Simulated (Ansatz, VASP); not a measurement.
Two plane-wave programs on BAs

File INCAR:

```
  ALGO = Normal
  EDIFF = 1E-7
  ENCUT = 520
  GGA = PS
  ISIF = 2
  ISMEAR = 0
  LASPH = True
  LCHARG = False
  LREAL = False
  LWAVE = False
  NBANDS = 11
  NELM = 80
  PREC = Accurate
  SIGMA = 0.01
```

The input KPOINTS:

```
k-points
0
Gamma
  8 8 8
```

Contents of POSCAR:

```
BAs
1.0
    0.0000000000      2.3885000000      2.3885000000
    2.3885000000      0.0000000000      2.3885000000
    2.3885000000      2.3885000000      0.0000000000
B As
1 1
Direct
    0.0000000000      0.0000000000      0.0000000000
    0.2500000000      0.2500000000      0.2500000000
```

Input for Ansatz:

```yaml
crystal:
  lattice:
    - [0.0, 2.3885, 2.3885]
    - [2.3885, 0.0, 2.3885]
    - [2.3885, 2.3885, 0.0]
  atoms:
    - { symbol: B, position: [0.0, 0.0, 0.0] }
    - { symbol: As, position: [0.25, 0.25, 0.25] }
basis:
  ecutwfc: 420.0
kpoints:
  mp_grid:
    grid: [8, 8, 8]
hamiltonian:
  xc: pbesol
  pseudopotentials:
    kind: paw
scf:
  occupations:
    method: fixed
output:
  eigenvalues: true
```

Alike in both runs: task single point; functional PBEsol; k mesh 8 × 8 × 8; no spin polarisation.

```csv
,VASP,Ansatz
version,VASP 6.6.1,Ansatz 0.2.0
potentials or method,"VASP PAW PBE potentials, release 64 (B, As)","plane waves, PAW"
plane-wave cutoff (eV),520,420
occupations,"gaussian, width 0.01 eV",fixed
valence electrons in the cell,8,18
```

|  | VASP | Ansatz | Ansatz less VASP |
| --- | --- | --- | --- |
| gap on the k mesh at the Fermi level (eV) | 1.09 | 1.10 | +0.009 |

The two sets of potentials don't hold the same shells in valence.

 A k mesh can miss the band edges. Expect the measured gap to be larger: semilocal functionals such as PBEsol lack the derivative discontinuity.
